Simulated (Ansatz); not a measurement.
Input and command of a plane-wave DFT calculation in Ansatz:

```yaml
crystal:
  lattice:
    - [3.6841290622, 0.0, 0.0]
    - [0.0, 3.5499981497, 0.0]
    - [0.0, 0.0, 5.163653899]
  atoms:
    - { symbol: Hf, position: [0.5, 0.5, 0.5019942839] }
    - { symbol: Hf, position: [0.0, 0.0, -0.0019942839] }
    - { symbol: O, position: [0.0, 0.5, 0.694813381] }
    - { symbol: O, position: [0.5, 0.0, 0.805186619] }
    - { symbol: O, position: [0.5, 0.0, 0.3033834677] }
    - { symbol: O, position: [0.0, 0.5, 0.1966165323] }
basis:
  ecutwfc: 500
kpoints:
  mp_grid: { grid: [6, 6, 6] }
hamiltonian:
  xc: r2scan
scf:
  occupations: { method: gaussian, width: 0.02 }
output:
  forces: true
  stress: true
  eigenvalues: true
  write_density: true
  write_potential: true
  elf: true
  volumetric_format: npy
relax:
  adjacent_minimum: "off"
  f_tol: 0.008
  max_steps: 40
  cell: { stress_tol: 0.015, fix: [a, angles] }
```

```bash
ansatz run input.yaml --threads 1 --pin off --max-ram 2560MiB --backend cpu --events-out ev --progress --plain --runs-dir out
```

Processor: Intel(R) Xeon(R) Platinum 8259CL CPU @ 2.50GHz (Skylake/Cascade Lake), 1 thread, on a host shared with other jobs.

Task: How long does it run, and how much memory does it take?

Result: About 3.2 min on 1 thread of Intel(R) Xeon(R) Platinum 8259CL CPU @ 2.50GHz (Skylake/Cascade Lake), on a shared host, peak memory 0.68 GiB. It solves 46 bands at 64 k points (the mesh reduced by the symmetry that the task leaves, which can be less than the crystal's) with about 1727 plane waves (on the last cell), in 45 SCF iterations over 7 ionic steps.
